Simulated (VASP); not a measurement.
A run of VASP 6.6.1 is set up as follows.

File INCAR:

```
SYSTEM = SiC
ALGO     = Normal         ! electronic algorithm
EDIFF    = 1E-6           ! SCF threshold, eV
ENCUT    = 520            ! plane-wave cutoff, eV
GGA      = PS             ! functional
ISIF     = 2              ! what is computed and relaxed
ISMEAR   = 0              ! smearing method
LASPH    = .True.         ! aspherical terms in the spheres
LCHARG   = .False.        ! write CHGCAR
LREAL    = .False.        ! projectors in reciprocal space
LWAVE    = .False.        ! write WAVECAR
NELM     = 80             ! most SCF steps
PREC     = Accurate       ! precision mode
SIGMA    = 0.5            ! smearing width, eV
```

Contents of KPOINTS:

```
k-points
0
Gamma
  10 10 10
  0 0 0
```

Contents of POSCAR:

```
SiC
1.0
    0.0000000000      2.1791100000      2.1791100000
    2.1791100000      0.0000000000      2.1791100000
    2.1791100000      2.1791100000      0.0000000000
Si C
1 1
Direct
    0.7500000000      0.7500000000      0.7500000000
    0.0000000000      0.0000000000      0.0000000000
```

Potentials or basis: VASP PAW PBE potentials, release 64 (Si, C).

Command:

```sh
$ cat potpaw_PBE.64/Si/POTCAR potpaw_PBE.64/C/POTCAR > POTCAR
$ mpirun -np 1 vasp_std > vasp.out
```

Q: Predict the band gap on the k mesh.

A: 1.23 eV, indirect (least direct gap 4.44 eV).

Q: What does it give for the pressure?

A: 0.1 GPa.

Caveat: the PAW data sets were made with another functional, which shifts forces and pressure a little.

**Experimental background.**

“Insight into the structural, elastic and electronic properties of a new orthorhombic 6O-SiC polytype”, 2020, pmc:7200658 quotes, for a bulk crystal of SiC: band gap 2.4 eV (indirect).

Measured gap of SiC: 2.4 eV (indirect; quoted in “Insight into the structural, elastic and electronic properties of a new orthorhombic 6O-SiC polytype”, 2020, pmc:7200658). This calculation gives 1.23 eV (-1.17 eV). The value is that of PBEsol on a finite k mesh, which can miss the band edges, without temperature or zero-point motion. Semilocal functionals fall short of measured gaps as a rule. The cell is a database's relaxed one, not the measured one, which moves gaps too.
